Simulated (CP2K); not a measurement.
Runs of CP2K 2026.2 on ZrS2. All rows change the cell; the cell of one of them follows. Symmetry: P-3m1, No. 164, trigonal system. The conventional cell has a = 3.691 Å, b = 3.691 Å, c = 6.041 Å, α = 90.00°, β = 90.00°, γ = 120.00°. Around Zr (site symmetry -3m) lie 6 S at 2.57 Å. S (site symmetry 3m) is surrounded by 3 Zr at 2.57 Å. The cell is a database's computed one.

| cell | gap on the mesh (eV) | pressure (GPa) | largest force (eV/Å) |
| --- | --- | --- | --- |
| strain_c = 0 | 1.05 | 0.7 | 0.14 |
| strain_c = -0.02 | 1.06 | 2.4 | 0.45 |
| strain_c = 0.04 | 0.98 | -2.2 | (b) |
| strain_c = 0.06 | 0.90 | -3.5 | (a) |
| strain_c = -0.04 | 1.07 | 4.2 | 0.77 |
| strain_c = 0.02 | 1.05 | -0.8 | 0.16 |

Alike in all rows: task band structure; level PBE; potentials or basis POTENTIAL_UZH Zr GTH-PBE-q12, S GTH-PBE-q6; TZVP-MOLOPT-PBE-GTH basis; no spin polarisation; k mesh 8 × 8 × 5; smearing fermi-dirac 0.05 eV.

Q: Estimate the missing entries.

A: (a) 0.75; (b) 0.46.

Caveats: this functional lacks dispersion, which binds the layers, so the pressure and a relaxed spacing across them are unreliable; the basis of atomic orbitals isn't converged, which shifts pressures, moduli and gaps.

A k mesh can miss the band edges, and the runs leave out spin-orbit coupling on Zr.
